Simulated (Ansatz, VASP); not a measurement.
# Mg in VASP and in Ansatz

File INCAR:

```
PREC = Accurate
ENCUT = 520
EDIFF = 1E-7
ISMEAR = 0
SIGMA = 0.15
LREAL = F
LASPH = T
NELM = 60
ALGO = Normal
ISIF = 2
LWAVE = F
LCHARG = T
GGA = PE
LELF = T
LVHAR = T
NBANDS = 7
```

File KPOINTS:

```
Automatic mesh
0
Gamma
  18 18 18
```

File POSCAR:

```
Mg
1.0
   -1.7927500000      1.7927500000      1.9094500000
    1.7927500000     -1.7927500000      1.9094500000
    1.7927500000      1.7927500000     -1.9094500000
Mg
1
Direct
    0.0000000000      0.0000000000      0.0000000000
```

Input for Ansatz:

```yaml
crystal:
  lattice:
    - [-1.79275, 1.79275, 1.90945]
    - [1.79275, -1.79275, 1.90945]
    - [1.79275, 1.79275, -1.90945]
  atoms:
    - { symbol: Mg, position: [0.0, 0.0, 0.0] }
basis:
  ecutwfc: 520.0
kpoints:
  mp_grid: { grid: [18, 18, 18] }
hamiltonian:
  xc: pbe
  pseudopotentials: { kind: paw }
scf:
  occupations: { method: gaussian, width: 0.15 }
output:
  forces: true
  stress: true
  eigenvalues: true
```

Alike in both runs: task single point; functional PBE; k mesh 18 × 18 × 18; occupations gaussian, width 0.15 eV; no spin polarisation.

|  | VASP | Ansatz |
| --- | --- | --- |
| version | VASP 6.6.1 | Ansatz 0.2.0 |
| potentials or method | VASP PAW PBE potentials, release 64 (Mg) | scalar-relativistic, plane waves, PAW |
| plane-wave cutoff (eV) | 520 | 520 |
| valence electrons in the cell | 2 | 10 |

```csv
,VASP,Ansatz,Ansatz less VASP
gap on the k mesh at the Fermi level (eV),none,none,-
pressure (GPa),-2.2,-2.1,+0.12
largest component of the traceless stress (GPa),0.24,0.24,-0.003
```

A gap of «none» marks a metal or a gap that the smearing closes. The two sets of potentials don't hold the same shells in valence.
